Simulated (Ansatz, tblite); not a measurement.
# MoS₂ with GFN2-xTB from a Python script

These are simulated results from tblite 0.8.0, not measurements. The cell was built from a prototype and was relaxed with r2SCAN in plane waves (Ansatz 0.2.0). It may be hypothetical. It is a single sheet, repeated along a and b, with vacuum along c. All runs are without spin polarisation.

In-plane lattice: a = 3.184 Å, b = 3.184 Å, γ = 120.0°; thickness between the outer nuclei 3.10 Å. Mo has 6 S at 2.41 Å; S has 3 Mo at 2.41 Å.

tblite solves periodic systems at the zone centre alone, so the script builds a cluster of 3×3×1 conventional cells (27 atoms), which folds in a coarse mesh of k points.

run.py reads:

```python
import json
from ase import Atoms
from ase.build import make_supercell
from ase.units import Bohr, GPa, Hartree
from tblite.interface import Calculator

atoms = Atoms(['Mo', 'S', 'S'],
              cell=[[3.18387722, 0.0, 0.0], [-1.59193861, 2.75731856, 0.0], [0.0, 0.0, 30.57251792]],
              scaled_positions=[[0.333333333, 0.666666667, 0.294382034], [0.666666667, 0.333333333, 0.345160991], [0.666666667, 0.333333333, 0.243603077]],
              pbc=True)
cluster = make_supercell(atoms, [[3, 0, 0], [0, 3, 0], [0, 0, 1]])
calc = Calculator('GFN2-xTB', cluster.numbers, cluster.positions / Bohr, lattice=cluster.cell[:] / Bohr, periodic=cluster.pbc)
calc.set('temperature', 0.02 / Hartree)
calc.set('max-iter', 150)
res = calc.singlepoint()
levels = res.get('orbital-energies') * Hartree
nv = round(res.get('orbital-occupations').sum() / 2)
cells = len(cluster) // len(atoms)
out = {'energy_per_cell': res.get('energy') * Hartree / cells, 'homo': levels[nv - 1], 'lumo': levels[nv],
       'stress': (-res.get('virial') * Hartree / cluster.get_volume() / GPa).tolist(), 'charges': res.get('charges')[:len(atoms)].tolist(), 'electrons': 2 * nv / cells}
json.dump(out, open('results.json', 'w'))
for key, value in out.items():
    print(key, value)
```

Command: `python run.py`. It took 1.3 s on 1 thread of Arm Neoverse V2, with other jobs on the host, peak memory 0.098 GiB.

The log:

```
------------------------------------------------------------
  cycle        total energy    energy error   density error
------------------------------------------------------------
      1     -74.19637336724  -7.4382938E+01   4.4641004E-01
      2     -72.06341913672   2.1329542E+00   7.7443232E-01
      3     -78.77281073871  -6.7093916E+00   2.3852928E-01
      4     -78.66569110857   1.0711963E-01   2.2489812E-01
      5     -78.79820343375  -1.3251233E-01   1.0371823E-01
      6     -78.87664578158  -7.8442348E-02   4.0706257E-02
      7     -78.88965635996  -1.3010578E-02   1.4709353E-02
      8     -78.89096903922  -1.3126793E-03   7.2588655E-03
      9     -78.89112848879  -1.5944958E-04   3.6082102E-03
     10     -78.89117481182  -4.6323027E-05   2.8201644E-03
     11     -78.89122648769  -5.1675868E-05   7.4000702E-04
     12     -78.89122932195  -2.8342613E-06   4.7461889E-04
     13     -78.89123118285  -1.8609048E-06   9.6636840E-05
     14     -78.89123126372  -8.0863884E-08   3.3391426E-05
     15     -78.89123126583  -2.1143620E-09   3.2705529E-05
     16     -78.89123127114  -5.3052673E-09   2.2182279E-05
     17     -78.89123127581  -4.6699711E-09   1.9151648E-06
------------------------------------------------------------

 total:                                   0.696 sec
energy_per_cell -238.5266386870677
homo -12.144215611435698
lumo -10.32478090302864
stress [[-0.8285223842877368, -1.4479494078322232e-05, -1.6823644451487695e-12], [-1.4479494078246579e-05, -0.8285391587706549, -1.246481993955343e-11], [-1.6823399445451791e-12, -1.2464757028215692e-11, 1.1526352835836458]]
charges [0.11803618070274746, -0.059017765986831186, -0.059017765986581316]
electrons 18.0
```

The cycle table is in hartree for the whole cluster, and the lines after it are in eV (the energy for one cell). The printed stress is in GPa and positive in compression, and the pressure is its mean diagonal, here averaged over the vacuum too.

GFN2-xTB gives a gap of 1.82 eV. On the same cell, plane-wave PBE (Ansatz, 12×12×1 k points and the special points) gives a gap of 1.59 eV and r2SCAN a gap of 1.67 eV; on shared hosts these took about 10 and 28 core-seconds on the 3-atom cell, against 1.3 for the script. Semilocal gaps usually lie below measured ones. xTB was fitted to molecules, so gaps, charges and pressures of solids can be far off, and the gap also depends on the size of the cluster.

xTB was fitted mostly to molecules, and a small cluster samples few k points, so gaps, pressures and kinks along a curve can be far from a solid's.

The runs are scalar-relativistic, without spin-orbit coupling.
